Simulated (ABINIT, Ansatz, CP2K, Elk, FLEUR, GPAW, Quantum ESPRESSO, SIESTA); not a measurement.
## CaF2 (Fm-3m, 3 atoms in the cell) computed with different codes at matched settings

Self-consistent single point, at a second geometry (lattice scaled by 0.98). First geometry:

```
CELL_PARAMETERS angstrom
      0.00000     2.76630     2.76630
      2.76630     0.00000     2.76630
      2.76630     2.76630     0.00000
ATOMIC_POSITIONS crystal
  Ca 0.00000 0.00000 0.00000
  F  0.75000 0.75000 0.75000
  F  0.25000 0.25000 0.25000
```

Shared settings, as Ansatz (a quantum-chemistry and plane-wave program) writes them: kpoints.mp_grid.grid = 7 7 7; scf.occupations.method = fixed. Potentials and cutoffs stand in the table.

| code | model | ΔF from the first geometry (meV/atom) | pressure (GPa) | gap on the mesh (eV) | cutoff |
|---|---|---|---|---|---|
| GPAW | PBE, GPAW PAW datasets PBE (gpaw-data 1.0.1) | 9.7 | – | 7.448 | 900 eV |
| ABINIT | PBE, PAW (JTH v2.0 PBE PAW) | 7.7 | 3.76 | 7.453 | 24 Ha |
| Quantum ESPRESSO | PBE, SSSP 1.1.2 efficiency (PBE) pseudopotentials | 7.6 | 3.77 | 7.454 | 40 Ry |
| CP2K | PBE, GPW, DZVP-MOLOPT-SR-GTH basis, GTH-PBE potentials (GTH_POTENTIALS) | 16.7 | 6.11 | 7.491 | grid 550 Ry |
| FLEUR | PBE, all-electron FLAPW (FLEUR), scalar-relativistic valence | 5.6 | – | 7.623 | Kmax 4 1/bohr |
| SIESTA | GGA PBE, numerical atomic orbitals DZP, PseudoDojo PBE standard norm-conserving potentials (rewritten from UPF to PSML) | 14.0 | 5.92 | 6.949 | grid 350 Ry |
| Elk | PBE, all-electron FP-LAPW, Elk's shipped species files, APW+lo basis with extra local orbitals | 9.2 | – | 7.477 | rgkmax 8 |
| Ansatz | PBE, PAW files | 7.9 | 3.92 | 7.463 | default |

A dash marks a value that a program does not give, or that is left out as unsure.

Gaps are read on the mesh.

The spread over the programs that give each value: ΔF from the first geometry within 11.1 meV/atom; pressure within 2.35 GPa; gap on the mesh within 0.674 eV.

CP2K and SIESTA use small atom-centred bases, whose incompleteness enters pressures, forces and empty levels differently from a plane-wave cutoff. FLEUR and Elk treat all electrons, but the usual bases taken here (sphere radii, linearisation, local orbitals, empty states) were not tested for convergence, so the values are no reference for the others. Ansatz's pressure is given at a fixed set of plane waves, as the other plane-wave codes print theirs; with its correction for the finite basis it is 4.23 GPa (the shift of 0.31 GPa shows how far the cutoff is from converged). The pressure of GPAW is left out: its cutoff lies under the one at which its stress was checked. In the pressure, CP2K (by 2.34) and SIESTA (by 2.15) lie more than 1 GPa from the median of the plane-wave programs. In the gap, FLEUR (by 0.170) and SIESTA (by 0.505) lie more than 0.12 eV from the median of the plane-wave programs.

The starting cell comes from a database of computed structures (which also holds hypothetical and non-ambient phases and stackings), without a prior relaxation at this level. Its lattice was rescaled by a random factor within 2.5 % of one. For this run, on top of that: lattice scaled by 0.98.

Keys are those of Ansatz 0.2.
